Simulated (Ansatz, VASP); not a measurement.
## Two plane-wave programs on Nb

The input INCAR:

```
PREC = Accurate
ENCUT = 520
EDIFF = 1E-6
ISMEAR = -1
SIGMA = 0.05
LREAL = F
LASPH = T
NELM = 80
ALGO = Fast
ISIF = 2
LWAVE = F
LCHARG = T
LELF = T
LVHAR = T
NBANDS = 12
```

The input KPOINTS:

```
Automatic mesh
0
Gamma
  6 6 6
```

The input POSCAR:

```
Nb
1.0
    2.7196400000      0.0000000000      0.0000000000
    0.0000000000      2.7196400000      0.0000000000
    0.0000000000      0.0000000000      2.7196400000
Nb
1
Direct
    0.5000000000      0.5000000000      0.5000000000
```

The input input.yaml:

```yaml
crystal:
  lattice:
    - [2.71964, 0.0, 0.0]
    - [0.0, 2.71964, 0.0]
    - [0.0, 0.0, 2.71964]
  atoms:
    - { symbol: Nb, position: [0.5, 0.5, 0.5] }
hamiltonian:
  xc: lda
  pseudopotentials: { kind: paw }
kpoints:
  mp_grid: { grid: [6, 6, 6] }
  band_path:
    path:
      - [[0.0, 0.0, 0.0], [0.0, 0.5, 0.0], [0.5, 0.5, 0.0], [0.0, 0.0, 0.0], [0.5, 0.5, 0.5], [0.0, 0.5, 0.0]]
      - [[0.5, 0.5, 0.0], [0.5, 0.5, 0.5]]
    npoints: 14
scf:
  occupations: { method: fermi_dirac, width: 0.05 }
  n_extra_bands: 6
output:
  forces: true
  stress: true
  eigenvalues: true
  fatbands: true
  write_density: true
  write_potential: true
  elf: true
  volumetric_format: npy
```

The cell was built by a generator and needn't be a form met in nature.

Alike in both runs: functional LDA; k mesh 6 × 6 × 6; occupations fermi-dirac, width 0.05 eV; no spin polarisation.

|  | VASP | Ansatz |
| --- | --- | --- |
| version | VASP 6.6.1 | Ansatz 0.2.0 |
| potentials or method | VASP PAW LDA potentials, release 64 (Nb_sv) | Ansatz PAW |
| plane-wave cutoff (eV) | 520 | 420 |
| valence electrons in the cell | 13 | 13 |
| task | single point | band structure |

```csv
,VASP,Ansatz,Ansatz less VASP
gap on the k mesh at the Fermi level (eV),none,none,-
pressure (GPa),-5.4,-5.3,+0.10
```

A gap of «none» marks a metal or a gap that the smearing closes.

Caveats: the k mesh is coarse (spacing up to 0.39 Å⁻¹), so the values aren't converged; the PAW data sets come from PBE, with cores solved anew for the run's functional, which leaves a small shift of forces and pressure (Ansatz).
